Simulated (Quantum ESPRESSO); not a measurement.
# Na under changes of volume

One of the cells (37.168 Å³/atom); the others are scaled copies at fixed shape and fractional positions:

```
Na
1.0
     3.70038    0.00000    0.00000
    -1.85019    3.20463    0.00000
     0.00000    0.00000   12.53732
Na
4
Direct
  0.66667 0.33333 0.75000
  0.00000 0.00000 0.50000
  0.33333 0.66667 0.25000
  0.00000 0.00000 0.00000
```

This isn't the form of Na at room conditions, which is bcc.

- Program: Quantum ESPRESSO 7.5
- Functional: PBEsol
- Potentials or basis: GBRV 1.5 PBEsol
- Cutoff: 612 eV
- Density cutoff: 4898 eV
- k mesh: 8 × 8 × 3
- Occupations: fermi-dirac, width 0.05 eV
- Spin: no spin polarisation

```csv
volume (Å³/atom),energy over the lowest point (meV/atom),pressure (GPa)
34.938,?,?
35.681,0.46,0.2
36.425,0.00,0.0
37.168,0.29,-0.2
37.911,1.25,-0.3
38.655,2.83,-0.4
39.398,4.96,-0.5
```

**Question.** What does the run at 34.938 Å³/atom give?

**Answer.** Energy over the lowest point 1.72 meV/atom; pressure 0.3 GPa.

Worked out: A Birch-Murnaghan fit of order 3 (a polynomial in V^(-2/3)) to the other rows has its minimum at 36.50 Å³/atom with B0 = V·E''(V) = 7.8 GPa and B' = 3.9 at fixed shape and positions, which overstates the stiffness. It gives 1.74 meV/atom at 34.938 Å³/atom, against the run's 1.72, and -dE/dV = 0.4 GPa, against 0.3.

Energies are extrapolated to zero smearing.
